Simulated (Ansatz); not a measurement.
The system is Sn.

```
CELL_PARAMETERS angstrom
-1.89465 1.89465 1.89465
1.89465 -1.89465 1.89465
1.89465 1.89465 -1.89465
ATOMIC_POSITIONS crystal
Sn 0.00000 0.00000 0.00000
```

This isn't the form of Sn at room conditions, which is tetragonal (white tin).

- Program: Ansatz 0.2.0
- Task: relaxation of cell and atoms
- Functional: PBEsol
- Potentials or basis: Ansatz PAW
- Cutoff: 420 eV (not typed: the program's choice for these potentials)
- k mesh: 10 × 10 × 10
- Occupations: fermi-dirac, width 0.05 eV
- Spin: no spin polarisation

At the start: volume 27.20 Å³/atom.

How do energy, volume and symmetry change on relaxing?

It ends after 4 steps and the volume is 25.98 Å³/atom (-4.5 %); space group Im-3m (No. 229, to 0.05 Å).

The path:
```csv
step,energy change (eV),largest force (eV/Å),volume (Å³)
1,0.0000,0.0000,27.20
2,-0.0090,0.0000,25.94
3,-0.0090,0.0000,25.98
4,-0.0088,0.0000,25.98
```

Final structure:
```xyz
1
Lattice="-1.8658 1.8658 1.8658 1.8658 -1.8658 1.8658 1.8658 1.8658 -1.8658" Properties=species:S:1:pos:R:3 pbc="T T T"
Sn    0.0000    0.0000    0.0000
```

Caveat: the plane-wave basis is chosen anew once the cell has moved, so the energies of steps on either side of that aren't comparable; the PAW data sets come from PBE, with cores solved anew for the run's functional, which leaves a small shift of forces and pressure.
